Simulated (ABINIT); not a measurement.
Crystal: Zr.

```
Zr
1.0
     3.23200    0.00000    0.00000
    -1.61600    2.79899    0.00000
     0.00000    0.00000    5.14700
Zr
2
Direct
  0.66667 0.33333 0.75000
  0.33333 0.66667 0.25000
```

Base run:

```yaml
Program: ABINIT 10.8.3 (patched build)
Functional: SOGGA
Potentials_or_basis: JTH PAW PBE v2.0
Cutoff: 463 eV
k_mesh: 9 × 9 × 5
Occupations: fermi-dirac, width 0.05 eV
Spin: no spin polarisation
```

Its results: band gap on the k mesh none (metal or under the smearing width); pressure -3.7 GPa.

Q: The run is repeated on the same cell with these changes: functional from SOGGA to LDA; potentials or basis from JTH PAW PBE v2.0 to PseudoDojo NC SR LDA v0.4 stringent; cutoff from 463 eV to 952 eV. What comes out?

A: Band gap on the k mesh none (metal or under the smearing width); pressure -6.0 GPa.

Caveats: the PAW data sets were made with another functional, which shifts forces and pressure a little (some runs).
